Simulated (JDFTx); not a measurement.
Si, 2 atoms in the cell. The structure is cubic, space group Fd-3m (No. 227). The conventional cell has a = 5.444 Å, b = 5.444 Å, c = 5.444 Å, α = 90.00°, β = 90.00°, γ = 90.00°. Si (site symmetry -43m) is surrounded by 4 Si at 2.36 Å. 

- Program: JDFTx 1.7.0 (patched build)
- Task: single point
- Functional: PBEsol
- Potentials or basis: PseudoDojo-SR-PBEsol-0.4.1-standard
- Cutoff: 490 eV
- Density cutoff: 3918 eV
- k mesh: 8 × 8 × 8
- Occupations: fermi-dirac, width 0.05 eV
- Spin: no spin polarisation
- Bands: 9
- Density cutoff over wavefunction cutoff: 8
- Max SCF steps: 100
- SCF threshold on the energy: 1e-09 Ha
- Solver of the electrons: scf
- Further solve for the empty bands: yes

Potentials or basis: PseudoDojo-SR-PBEsol-0.4.1-standard.

Launch:

```console
$ jdftx -c 1 -i Si.in -o Si.out
```

Hardware: 1 thread of Arm Neoverse N1, with other jobs on the host.

**Question.** Estimate the wall time of this run.

**Answer.** Run time: 25 s on 1 thread of Arm Neoverse N1 (shared host), peak memory 0.09 GiB. Counts: scf iterations 13, bands 9, k points 29, plane waves 992.
